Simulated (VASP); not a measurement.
# TiO2 (P4_2/mnm) in VASP: a series of runs

Aim: see how the results for TiO2 move with the level of theory and the settings. Levels: PBEsol, r2SCAN. Tasks: band structure.

Everything below comes from runs of VASP 6.6.1. Logs are shortened: lines on timing, memory, paths and dates and some standing lists are left out, and cuts for length are marked.

**What was measured.**

“Shallow Valence Band of Rutile GeO2 and P-type Doping”, 2020, arxiv:2011.08928 quotes, for a bulk crystal of TiO2 at 1.6 K: band gap 3.03 eV (direct).

The results are compared with them further down.

## (1) The crystal as given

The structure is tetragonal, space group P4_2/mnm (No. 136). The conventional cell has a = 4.593 Å, b = 4.593 Å, c = 2.942 Å, α = 90.00°, β = 90.00°, γ = 90.00°. Around Ti (site symmetry mmm) lie 6 O at 1.94 to 1.98 Å. O (site symmetry m2m) is surrounded by 3 Ti at 1.94 to 1.98 Å.

## (2) Band structure, PBEsol

File INCAR:

```
PREC     = Accurate       # precision mode
ENCUT    = 520            # plane-wave cutoff, eV
EDIFF    = 1E-6           # SCF threshold, eV
ISMEAR   = 0              # smearing method
SIGMA    = 0.03           # smearing width, eV
LREAL    = F              # projectors in reciprocal space
LASPH    = T              # aspherical terms in the spheres
NELM     = 80             # most SCF steps
ALGO     = Normal         # electronic algorithm
ISIF     = 2              # what is computed and relaxed
LWAVE    = F              # write WAVECAR
LCHARG   = F              # write CHGCAR
LMAXMIX  = 4              # l up to which the mixer works
GGA      = PS             # functional
NBANDS   = 33             # bands
ICORELEVEL= 1            
KPAR     = 2
```

File KPOINTS:

```
Automatic mesh
0
Gamma
  6 6 10
```

File POSCAR:

```
TiO2                                    
1.0
    4.5927071378      0.0000000000      0.0000000000
    0.0000000000      4.5927071378      0.0000000000
    0.0000000000      0.0000000000      2.9417409249
  Ti              O             
     2     4
Direct
     0.0000000000000000    0.0000000000000000    0.0000000000000000
     0.5000000000000000    0.5000000000000000    0.5000000000000000
     0.3043249358208021    0.3043249358208021    1.0000000000000000
     0.1956750641791979    0.8043249358208020    0.5000000000000000
     0.6956750641791980    0.6956750641791980    0.0000000000000000
     0.8043249358208020    0.1956750641791979    0.5000000000000000
```

File KPOINTS_OPT:

```
explicit points
186
Reciprocal
 0.0000000000  0.0000000000  0.0000000000 1
 0.0000000000  0.0263157895  0.0000000000 1
 0.0000000000  0.0526315789  0.0000000000 1
 0.0000000000  0.0789473684  0.0000000000 1
 0.0000000000  0.1052631579  0.0000000000 1
 0.0000000000  0.1315789474  0.0000000000 1
[... 178 lines left out ...]
 0.0000000000  0.5000000000  0.0000000000 1
 0.0000000000  0.0000000000  0.5000000000 1
```

Potentials or basis: VASP PAW PBE potentials, release 64 (Ti_sv, O).

Started as:

```console
$ cat potpaw_PBE.64/Ti_sv/POTCAR potpaw_PBE.64/O/POTCAR > POTCAR
$ mpirun -np 2 vasp_std > vasp.out
```

OUTCAR:

```text
PREC = Accurate
   ENCUT = 520
   EDIFF = 1E-6
   ISMEAR = 0
   LREAL = F
   LASPH = T
   NELM = 80
   ISIF = 2
   GGA = PS

 ion  position               nearest neighbor table
   1  0.000  0.000  0.000-   4 1.94   6 1.94   4 1.94   6 1.94   5 1.98   3 1.98
   2  0.500  0.500  0.500-   3 1.94   5 1.94   3 1.94   5 1.94   4 1.98   6 1.98
   3  0.304  0.304  0.000-   2 1.94   2 1.94   1 1.98
   4  0.196  0.804  0.500-   1 1.94   1 1.94   2 1.98
   5  0.696  0.696  0.000-   2 1.94   2 1.94   1 1.98
   6  0.804  0.196  0.500-   1 1.94   1 1.94   2 1.98

  LATTYP: Found a simple tetragonal cell.
 ALAT       =     4.5927071378
 C/A-ratio  =     0.6405243872

  Lattice vectors:

 A1 = (   4.5927071378,   0.0000000000,   0.0000000000)
 A2 = (   0.0000000000,   4.5927071378,   0.0000000000)
 A3 = (   0.0000000000,   0.0000000000,   2.9417409249)

Analysis of symmetry for initial positions (statically):
=====================================================================
 Subroutine PRICEL returns:
 Original cell was already a primitive cell.

 Routine SETGRP: Setting up the symmetry group for a
 simple tetragonal supercell.

 Subroutine GETGRP returns: Found 16 space group operations
 (whereof  8 operations were pure point group operations)
 out of a pool of 16 trial point group operations.

The static configuration has the point symmetry D_2h.
 The point group associated with its full space group is D_4h.

Analysis of symmetry for dynamics (positions and initial velocities):
=====================================================================
 Subroutine PRICEL returns:
 Original cell was already a primitive cell.

 Routine SETGRP: Setting up the symmetry group for a
 simple tetragonal supercell.

 Subroutine GETGRP returns: Found 16 space group operations
 (whereof  8 operations were pure point group operations)
 out of a pool of 16 trial point group operations.

The dynamic configuration has the point symmetry D_2h.
 The point group associated with its full space group is D_4h.

 Subroutine INISYM returns: Found 16 space group operations
 (whereof  8 operations are pure point group operations),
 and found     1 'primitive' translations

----------------------------------------------------------------------------------------

                                     Primitive cell

  volume of cell :      62.0500

  direct lattice vectors                    reciprocal lattice vectors
     4.592707138  0.000000000  0.000000000     0.217736505  0.000000000  0.000000000
     0.000000000  4.592707138  0.000000000     0.000000000  0.217736505  0.000000000
     0.000000000  0.000000000  2.941740925     0.000000000  0.000000000  0.339934762

  length of vectors
     4.592707138  4.592707138  2.941740925     0.217736505  0.217736505  0.339934762

  position of ions in fractional coordinates (direct lattice)
     0.000000000  0.000000000  0.000000000
     0.500000000  0.500000000  0.500000000
     0.304324936  0.304324936  0.000000000
     0.195675064  0.804324936  0.500000000
     0.695675064  0.695675064  0.000000000
     0.804324936  0.195675064  0.500000000

  ion indices of the primitive-cell ions
   primitive index   ion index
                 1           1
                 2           2
                 3           3
                 4           4
                 5           5
                 6           6

----------------------------------------------------------------------------------------

 KPOINTS: Automatic mesh

Automatic generation of k-mesh.
 Grid dimensions read from file:
 generate k-points for:    6    6   10

 Generating k-lattice:

  Cartesian coordinates                     Fractional coordinates (reciprocal lattice)
     0.036289417  0.000000000  0.000000000     0.166666667  0.000000000  0.000000000
     0.000000000  0.036289417  0.000000000     0.000000000  0.166666667  0.000000000
     0.000000000  0.000000000  0.033993476     0.000000000  0.000000000  0.100000000

  Length of vectors
     0.036289417  0.036289417  0.033993476

  Shift w.r.t. Gamma in fractional coordinates (k-lattice)
     0.000000000  0.000000000  0.000000000

 Subroutine IBZKPT returns following result:
 ===========================================

 Found     60 irreducible k-points:

 Following reciprocal coordinates:
            Coordinates               Weight
  0.000000  0.000000  0.000000      1.000000
  0.166667  0.000000  0.000000      4.000000
  0.333333  0.000000  0.000000      4.000000
  0.500000  0.000000  0.000000      2.000000
  0.166667  0.166667  0.000000      4.000000
  0.333333  0.166667  0.000000      8.000000
[... 16 lines left out ...]
  0.333333  0.000000  0.200000      8.000000
  0.500000  0.000000  0.200000      4.000000
 [... further k-points ...]
   k-points           NKPTS =     60   k-points in BZ     NKDIM =     60   number of bands    NBANDS=     33
   number of dos      NEDOS =    301   number of ions     NIONS =      6
[... 62 lines left out ...]
  free energy    TOTEN  =       -56.09884259 eV

  energy without entropy =      -56.09884259  energy(sigma->0) =      -56.09884259

 the core state eigenenergies are
   1-  1s  -4858.1525  2s   -527.2219  2p   -434.4720
   2-  1s  -4858.1525  2s   -527.2219  2p   -434.4720
   3-  1s   -499.9969
   4-  1s   -499.9969
   5-  1s   -499.9969
   6-  1s   -499.9969

 E-fermi :   4.9715     XC(G=0): -11.7347

 val. band max:        4.7900247808   @ k =   0.0000   0.0000   0.0000
 cond. band min:       6.6210182978   @ k =   0.0000   0.0000   0.0000
 fundamental gap:      1.8309935170
 Fermi energy:         4.9714869872

 k-point     1 :       0.0000    0.0000    0.0000
  band No.  band energies     occupation
      1     -51.8447      2.00000
      2     -51.8265      2.00000
      3     -28.2735      2.00000
      4     -28.2735      2.00000
      5     -28.1003      2.00000
      6     -28.1003      2.00000
[... 25 lines left out ...]
     32      11.4880      0.00000
     33      11.5661      0.00000

 k-point     2 :       0.1667    0.0000    0.0000
  band No.  band energies     occupation
      1     -51.8435      2.00000
      2     -51.8277      2.00000
      3     -28.2641      2.00000
      4     -28.2632      2.00000
      5     -28.1117      2.00000
      6     -28.1108      2.00000
[... 25 lines left out ...]
     32      11.3917      0.00000
     33      11.4121      0.00000

 k-point     3 :       0.3333    0.0000    0.0000
  band No.  band energies     occupation
      1     -51.8401      2.00000
      2     -51.8310      2.00000
      3     -28.2392      2.00000
      4     -28.2368      2.00000
      5     -28.1405      2.00000
      6     -28.1380      2.00000
[... 25 lines left out ...]
     32      11.1993      0.00000
     33      11.2386      0.00000

 k-point     4 :       0.5000    0.0000    0.0000
  band No.  band energies     occupation
      1     -51.8355      2.00000
      2     -51.8355      2.00000
      3     -28.2166      2.00000
      4     -28.2166      2.00000
      5     -28.1617      2.00000
      6     -28.1617      2.00000
[... 25 lines left out ...]
     32      10.9534      0.00000
     33      11.1207      0.00000

 k-point     5 :       0.1667    0.1667    0.0000
  band No.  band energies     occupation
      1     -51.8424      2.00000
      2     -51.8287      2.00000
      3     -28.2768      2.00000
      4     -28.2353      2.00000
      5     -28.1413      2.00000
      6     -28.0983      2.00000
[... 25 lines left out ...]
     32      11.2191      0.00000
     33      11.4851      0.00000

 k-point     6 :       0.3333    0.1667    0.0000
  band No.  band energies     occupation
      1     -51.8395      2.00000
      2     -51.8316      2.00000
      3     -28.2693      2.00000
      4     -28.2170      2.00000
      5     -28.1613      2.00000
      6     -28.1076      2.00000
[... 25 lines left out ...]
     32      11.1189      0.00000
     33      11.3991      0.00000

 k-point     7 :       0.5000    0.1667    0.0000
  band No.  band energies     occupation
      1     -51.8355      2.00000
      2     -51.8355      2.00000
      3     -28.2434      2.00000
      4     -28.2434      2.00000
      5     -28.1350      2.00000
      6     -28.1350      2.00000
[... 25 lines left out ...]
     32      10.8660      0.00000
     33      11.2171      0.00000

 k-point     8 :       0.3333    0.3333    0.0000
  band No.  band energies     occupation
      1     -51.8378      2.00000
      2     -51.8332      2.00000
      3     -28.2835      2.00000
      4     -28.2462      2.00000
      5     -28.1329      2.00000
      6     -28.0942      2.00000
[... 23 lines left out ...]
     30       8.8036      0.00000
     31      10.3295      0.00000

------------------------ aborting loop because EDIFF is reached ----------------------------------------

  FORCE on cell =-STRESS in cart. coord.  units (eV):
  Direction    XX          YY          ZZ          XY          YZ          ZX
  --------------------------------------------------------------------------------------
  -------------------------------------------------------------------------------------
  Total        0.0782125      0.0782125      0.0797331      0.0000000      0.0000000      0.0000000
  in kB        2.0195042      2.0195042      2.0587673      0.0000000      0.0000000      0.0000000
  external PRESSURE =       2.0325919 kB  Pullay stress =       0.0000000 kB

 VOLUME and BASIS-vectors are now :
 -----------------------------------------------------------------------------
  energy-cutoff  :      520.00
  volume of cell :       62.05
      direct lattice vectors                 reciprocal lattice vectors
     4.592707138  0.000000000  0.000000000     0.217736505  0.000000000  0.000000000
     0.000000000  4.592707138  0.000000000     0.000000000  0.217736505  0.000000000
     0.000000000  0.000000000  2.941740925     0.000000000  0.000000000  0.339934762

 POSITION                                       TOTAL-FORCE (eV/Angst)
 -----------------------------------------------------------------------------------
      0.00000      0.00000      0.00000         0.000000      0.000000      0.000000
      2.29635      2.29635      1.47087         0.000000      0.000000      0.000000
      1.39768      1.39768      0.00000        -0.000687     -0.000687     -0.000000
      0.89868      3.69403      1.47087         0.000687     -0.000687      0.000000
      3.19503      3.19503      0.00000         0.000687      0.000687      0.000000
      3.69403      0.89868      1.47087        -0.000687      0.000687      0.000000
 -----------------------------------------------------------------------------------
    total drift:                                0.000000      0.000000     -0.000000

  FREE ENERGIE OF THE ION-ELECTRON SYSTEM (eV)
  ---------------------------------------------------
  free  energy   TOTEN  =       -56.0988425918 eV

  energy  without entropy=      -56.0988425918  energy(sigma->0) =      -56.09884259
```

Wall time 2.9 min (2 MPI ranks of Intel Xeon Platinum 8488C (Sapphire Rapids), shared host); peak memory 0.27 GiB.

What came out:

| Item | Value |
| --- | --- |
| Free energy | -56.0988 eV |
| Pressure | 0.2 GPa |
| Band gap on the k mesh | 1.83 eV, direct |
| Band gap along the path | 1.83 eV, direct |

Levels at the corners of the path, in eV from the valence-band top:
```tsv
point	band 21	band 22	band 23	band 24	band 25	band 26	band 27	band 28
Γ	-0.69	-0.46	-0.46	0.00	1.83	2.11	2.41	2.50
X	-1.64	-1.64	-0.76	-0.76	2.51	2.51	3.04	3.04
X	-1.64	-1.64	-0.76	-0.76	2.51	2.51	3.04	3.04
M	-1.30	-1.30	-1.09	-1.09	1.87	1.87	2.53	2.53
M	-1.30	-1.30	-1.09	-1.09	1.87	1.87	2.53	2.53
Γ	-0.69	-0.46	-0.46	0.00	1.83	2.11	2.41	2.50
Γ	-0.69	-0.46	-0.46	0.00	1.83	2.11	2.41	2.50
Z	-2.43	-2.43	-1.45	-1.45	2.98	2.98	3.22	3.22
Z	-2.43	-2.43	-1.45	-1.45	2.98	2.98	3.22	3.22
R	-2.08	-2.08	-1.06	-1.06	1.88	1.88	3.24	3.24
R	-2.08	-2.08	-1.06	-1.06	1.88	1.88	3.24	3.24
A	-1.31	-1.31	-0.68	-0.68	2.59	2.59	3.20	3.20
A	-1.31	-1.31	-0.68	-0.68	2.59	2.59	3.20	3.20
Z	-2.43	-2.43	-1.45	-1.45	2.98	2.98	3.22	3.22
X	-1.64	-1.64	-0.76	-0.76	2.51	2.51	3.04	3.04
R	-2.08	-2.08	-1.06	-1.06	1.88	1.88	3.24	3.24
M	-1.30	-1.30	-1.09	-1.09	1.87	1.87	2.53	2.53
A	-1.31	-1.31	-0.68	-0.68	2.59	2.59	3.20	3.20
```

Core levels (eV, on the scale of the bands):
```tsv
atom	levels
1 Ti	1s -4858.2, 2s -527.2, 2p -434.5
2 Ti	1s -4858.2, 2s -527.2, 2p -434.5
3 O	1s -500.0
4 O	1s -500.0
5 O	1s -500.0
6 O	1s -500.0
```

Caveat: the PAW data sets were made with another functional, which shifts forces and pressure a little.

## (3) Band structure, r2SCAN

Edit INCAR of step 2 so:

```diff
@@ -13,5 +13,5 @@
 LMAXMIX  = 4              # l up to which the mixer works
-GGA      = PS             # functional
+METAGGA  = R2SCAN         # meta-GGA
+LMIXTAU  = T            
 NBANDS   = 33             # bands
-ICORELEVEL= 1            
 KPAR     = 2
```

KPOINTS is that of step 2.

POSCAR is that of step 2.

KPOINTS_OPT is that of step 2.

Potentials or basis: VASP PAW PBE potentials, release 64 (Ti_sv, O).

Started as:

```console
$ cat potpaw_PBE.64/Ti_sv/POTCAR potpaw_PBE.64/O/POTCAR > POTCAR
$ mpirun -np 2 vasp_std > vasp.out
```

It took 6.7 min on 2 MPI ranks of Intel Xeon Platinum 8488C (Sapphire Rapids), shared host; peak memory 0.26 GiB.

Results (log left out):

```
Free energy             : -69.7882 eV
Pressure                : 2.8 GPa
Largest force           : 0.026 eV/Å
Band gap on the k mesh  : 2.24 eV, direct
Band gap along the path : 2.24 eV, direct
```

Forces on the atoms (eV/Å):
```
Ti   0.000  0.000  0.000
Ti   0.000  0.000  0.000
O   -0.019 -0.019  0.000
O    0.019 -0.019  0.000
O    0.019  0.019  0.000
O   -0.019  0.019  0.000
```

Stress tensor (GPa, compression positive):
```
2.11 0.00 0.00
0.00 2.11 0.00
0.00 0.00 4.13
```

Levels at the corners of the path, in eV from the valence-band top:
```tsv
point	band 20	band 21	band 22	band 23	band 24	band 25	band 26	band 27	band 28	band 29
Γ	-2.06	-0.75	-0.50	-0.50	0.00	2.24	2.55	2.82	2.91	2.91
X	-3.17	-1.69	-1.69	-0.78	-0.78	2.93	2.93	3.44	3.44	3.99
X	-3.17	-1.69	-1.69	-0.78	-0.78	2.93	2.93	3.44	3.44	3.99
M	-2.24	-1.37	-1.37	-1.14	-1.14	2.27	2.27	2.93	2.93	4.26
M	-2.24	-1.37	-1.37	-1.14	-1.14	2.27	2.27	2.93	2.93	4.26
Γ	-2.06	-0.75	-0.50	-0.50	0.00	2.24	2.55	2.82	2.91	2.91
Γ	-2.06	-0.75	-0.50	-0.50	0.00	2.24	2.55	2.82	2.91	2.91
Z	-2.92	-2.41	-2.41	-1.49	-1.49	3.36	3.36	3.65	3.65	4.07
Z	-2.92	-2.41	-2.41	-1.49	-1.49	3.36	3.36	3.65	3.65	4.07
R	-2.48	-2.09	-2.09	-1.10	-1.10	2.31	2.31	3.67	3.67	4.32
R	-2.48	-2.09	-2.09	-1.10	-1.10	2.31	2.31	3.67	3.67	4.32
A	-2.89	-1.33	-1.33	-0.72	-0.72	2.99	2.99	3.62	3.62	3.70
A	-2.89	-1.33	-1.33	-0.72	-0.72	2.99	2.99	3.62	3.62	3.70
Z	-2.92	-2.41	-2.41	-1.49	-1.49	3.36	3.36	3.65	3.65	4.07
X	-3.17	-1.69	-1.69	-0.78	-0.78	2.93	2.93	3.44	3.44	3.99
R	-2.48	-2.09	-2.09	-1.10	-1.10	2.31	2.31	3.67	3.67	4.32
M	-2.24	-1.37	-1.37	-1.14	-1.14	2.27	2.27	2.93	2.93	4.26
A	-2.89	-1.33	-1.33	-0.72	-0.72	2.99	2.99	3.62	3.62	3.70
```

Caveat: the PAW data sets were made with another functional, which shifts forces and pressure a little.

## (4) Against experiment

Step 2. A measured gap of TiO2 is 3.03 eV (direct; 1.6 K; quoted in “Shallow Valence Band of Rutile GeO2 and P-type Doping”, 2020, arxiv:2011.08928); the calculated 1.83 eV misses it by -1.20 eV. 2 values of this kind are on record in papers (3.03 to 3.05 eV); this one was drawn at random among those near their median. The value is that of PBEsol, without temperature or zero-point motion. Semilocal functionals fall short of measured gaps as a rule.

Step 3. Measured gap of TiO2: 3.03 eV (direct; 1.6 K; quoted in “Shallow Valence Band of Rutile GeO2 and P-type Doping”, 2020, arxiv:2011.08928). This calculation gives 2.24 eV (-0.79 eV). 2 values of this kind are on record in papers (3.03 to 3.05 eV); this one was drawn at random among those near their median. The value is that of r2SCAN, without temperature or zero-point motion.
